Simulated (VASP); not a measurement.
Write the native input for VASP 6.6.1 that does the following.

| Property | Result |
| --- | --- |
| Task | relaxation of cell and atoms |
| Functional | LDA |
| Potentials or basis | VASP PAW LDA potentials, release 64 (Cl) |
| Cutoff | 600 eV |
| k mesh | 8 × 8 × 4 |
| Occupations | gaussian, width 0.03 eV |
| Spin | no spin polarisation |
| Target pressure | 42 GPa |
| Further INCAR settings | ALGO = Normal; EDIFF = 1e-06; IBRION = 2; EDIFFG = -0.01; NSW = 90; ISIF = 3 |
| Target pressure | 42 GPa |

The structure of Cl lies in POSCAR:

```
Cl
1.0
    3.1450000000     -2.2500000000      0.0000000000
    3.1450000000      2.2500000000      0.0000000000
    0.0000000000      0.0000000000      8.2100000000
Cl
4
Direct
    0.8700000000      0.1300000000      0.1000000000
    0.6300000000      0.3700000000      0.6000000000
    0.1300000000      0.8700000000      0.9000000000
    0.3700000000      0.6300000000      0.4000000000
```

One way to write it, as run:

INCAR

```
PREC = Accurate ; ENCUT = 600
EDIFF = 1E-6 ; ISMEAR = 0
SIGMA = 0.03 ; LREAL = F
LASPH = T ; NELM = 80
ALGO = Normal ; ISIF = 3
LWAVE = F ; LCHARG = F
GGA = CA ; IBRION = 2
NSW = 90 ; EDIFFG = -0.01
PSTRESS = 420.0
```

KPOINTS

```
Automatic mesh
0
Gamma
  8 8 4
```

Potentials or basis: VASP PAW LDA potentials, release 64 (Cl).

Command:

```console
$ cat potpaw_LDA.64/Cl/POTCAR > POTCAR
$ mpirun -np 1 vasp_std > vasp.out
```

Results of the run:

| Item | Value |
| --- | --- |
| Relaxed volume | 13.55 Å³/atom |
| Relaxed cell | a = 2.886 Å, b = 2.886 Å, c = 7.089 Å, α = 90.00°, β = 90.00°, γ = 66.68° |
| Space group after relaxing (to 0.05 Å) | Cmce (No. 64) |
| Energy change on relaxing (the enthalpy is what falls) | +586.6 meV/atom |
| Ionic steps | 32 |
| Pressure after relaxing | 42.0 GPa |
| Largest force after relaxing | 0.007 eV/Å |
| Band gap on the k mesh | 1.20 eV, indirect (least direct gap 1.68 eV) |

Caveat: the cell is relaxed towards a set pressure, so the enthalpy falls and the energy may rise; the volume moved by over 15 % at a fixed basis, so the end points are rough.

It took 38 min on 1 thread of AMD EPYC 7R13 Processor (Zen 3) (shared host), peak memory 0.25 GiB.
